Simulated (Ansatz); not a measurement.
## MgO (F-43m)

Theory: Ansatz, DFT PBE, scalar-relativistic, plane waves, PAW.

Plane waves to 420 eV, a k mesh through Γ of 8×8×8 on the computed 2-atom cell and Gaussian smearing (0.02 eV); no spin polarisation.

The structure is relaxed at this level of theory with its symmetry kept, and needn't be the ground state of this composition.

```cif
data_structure
_symmetry_space_group_name_H-M 'P 1'
_symmetry_Int_Tables_number 1
_cell_length_a 3.2614
_cell_length_b 3.2614
_cell_length_c 3.2614
_cell_angle_alpha 60.000
_cell_angle_beta 60.000
_cell_angle_gamma 60.000
_cell_volume 24.53
loop_
_atom_site_label
_atom_site_type_symbol
_atom_site_fract_x
_atom_site_fract_y
_atom_site_fract_z
_atom_site_occupancy
Mg1 Mg 0.50000 0.50000 0.50000 1
O1 O 0.25000 0.25000 0.25000 1
```

| Property | Result |
| --- | --- |
| Space group | F-43m (No. 216) |
| Volume per atom | 82.8 bohr³ |
| Formation energy from the elements' standard states (uncorrected) | -2.584 eV/atom |
| Kohn–Sham band gap | 3.48 eV |
| Orbital (Löwdin) character of the top 1 eV of the valence band | O 2p 97 % |
| Orbital (Löwdin) character of the lowest 1 eV of the conduction band | Mg 3s 63 %, O 2s 24 %, O 2p 11 % |
| Bader charge by site (e) | Mg (1 in the cell) 1.70, O (1 in the cell) -1.70 |

The cell was found from a structure generator's guess, not taken from experiment. Kohn–Sham gaps at this level usually fall short of measured ones. Löwdin shares on free-atom orbitals overweight diffuse shells in the empty bands.
